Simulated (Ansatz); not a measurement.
CdSe:

```
Cd Se
1.0
     0.00000    2.87396    2.87396
     2.87396    0.00000    2.87396
     2.87396    2.87396    0.00000
Cd Se
1 1
Direct
  0.00000 0.00000 0.00000
  0.50000 0.50000 0.50000
```

Measurements of this composition are mostly on another form, of space group No. 186.

| Item | Value |
| --- | --- |
| Program | Ansatz 0.2.0 |
| Task | relaxation of cell and atoms |
| Functional | revPBE |
| Potentials or basis | Ansatz PAW |
| Cutoff | 420 eV (not typed: the program's choice for these potentials) |
| k mesh | 8 × 8 × 8 |
| Occupations | fermi-dirac, width 0.05 eV |
| Spin | no spin polarisation |

At the start: volume 23.74 Å³/atom.

Task: Where does the relaxation end?

Result: It ends after 4 steps and the volume is 24.30 Å³/atom (+2.4 %); space group Fm-3m (No. 225, to 0.05 Å).

Step by step:
```tsv
step	energy change (eV)	largest force (eV/Å)	volume (Å³)
1	0.0000	0.0000	47.48
2	-0.0029	0.0000	49.14
3	-0.0041	0.0000	48.60
4	-0.0044	0.0000	48.60
```

Final structure:
```
Cd Se
1.0
     0.00000    2.89653    2.89653
     2.89653    0.00000    2.89653
     2.89653    2.89653    0.00000
Cd Se
1 1
Direct
  0.00000 0.00000 0.00000
  0.50000 0.50000 0.50000
```

Caveat: the plane-wave basis is chosen anew once the cell has moved, so the energies of steps on either side of that aren't comparable; the PAW data sets come from PBE, with cores solved anew for the run's functional, which leaves a small shift of forces and pressure.
